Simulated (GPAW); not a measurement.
Runs of GPAW 26.7.0 on ZnSe (Stilleite). The structure is cubic, space group F-43m (No. 216). Conventional cell: a = 5.668 Å, b = 5.668 Å, c = 5.668 Å, α = 90.00°, β = 90.00°, γ = 90.00°. Around Se (site symmetry -43m) lie 4 Zn at 2.45 Å. Zn (site symmetry -43m) is surrounded by 4 Se at 2.45 Å. 

| task | level | potentials or basis | spin | cell | k mesh | cutoff (eV) | smearing | maxiter | band path | band points | spin axis theta (degrees) | spin axis phi (degrees) | mesh quality | gap on the mesh (eV) | pressure (GPa) | V0 of scaled cells (Å³/atom) | B0 (GPa) |
| --- | --- | --- | --- | --- | --- | --- | --- | --- | --- | --- | --- | --- | --- | --- | --- | --- | --- |
| equation of state | revPBE+D3 | the program's PAW data sets (release 1.2.1) made for this functional, pw | off | as given | 7 × 7 × 7 | 600 | fermi-dirac 0.05 eV | 150 | - | - | - | - | not flagged | - | - | (c) | (a) |
| equation of state | PBEsol+D4 | PAW data sets generated in the run's folder for this functional, pw | off | as given | 7 × 7 × 7 | 600 | fermi-dirac 0.05 eV | 150 | - | - | - | - | not flagged | - | - | 21.93 | (b) |
| single point | LDA | the program's PAW data sets (release 1.2.1) made for this functional, pw | off | the cell as VASP's run set it | 8 × 8 × 8 | 600 | gaussian 0.1 eV | 150 | - | - | - | - | not flagged | (d) | -3.6 | - | - |
| single point | PBEsol0 | GPAW PAW data sets (gpaw-data 1.2.1), pw | off | as given | 4 × 4 × 4 | 450 | fermi-dirac 0.05 eV | 60 | - | - | - | - | coarse | 2.96 | - | - | - |
| band structure | AM05 | PAW data sets generated in the run's folder for this functional, pw | SOC, no magnetisation | as given | 7 × 7 × 7 | 600 | fermi-dirac 0.05 eV | 150 | GXWKGLUWLK,UX | 60 | 54.7 | 45 | not flagged | 1.15 | -0.6 | - | - |
| band structure | GLLB-SC | the program's PAW data sets (release 1.2.1) made for this functional, pw | off | as given | 7 × 7 × 7 | 600 | fermi-dirac 0.05 eV | 150 | GXWKGLUWLK,UX | 100 | - | - | not flagged | 2.28 | - | - | - |
| band structure | r4SCAN | GPAW PAW data sets (gpaw-data 1.2.1), pw | SOC, no magnetisation | as given | 7 × 7 × 7 | 600 | fermi-dirac 0.05 eV | 150 | GXWKGLUWLK,UX | 60 | 54.7 | 45 | not flagged | 1.63 | -0.8 | - | - |

Question: Fill in the values left out.

Answer: (a) 67; (b) 69; (c) 22.36; (d) 1.04.

Caveats: some runs use coarse meshes; the PAW data sets were made with another functional, which shifts forces and pressure a little (some runs); spin-orbit coupling was added after a scalar SCF, so levels and gaps hold it while energy, forces, pressure and moments don't (some runs); this program's spin-orbit splittings come out too wide for heavy elements (some runs); exact exchange converges slowly with the k mesh, and this mesh is small (some runs); the GLLB-SC gap is the Kohn-Sham gap of the path plus the derivative discontinuity (some runs); a model potential gives levels but no total energy (some runs).

A k mesh can miss the band edges, and rows without SOC leave out spin-orbit coupling on Se.
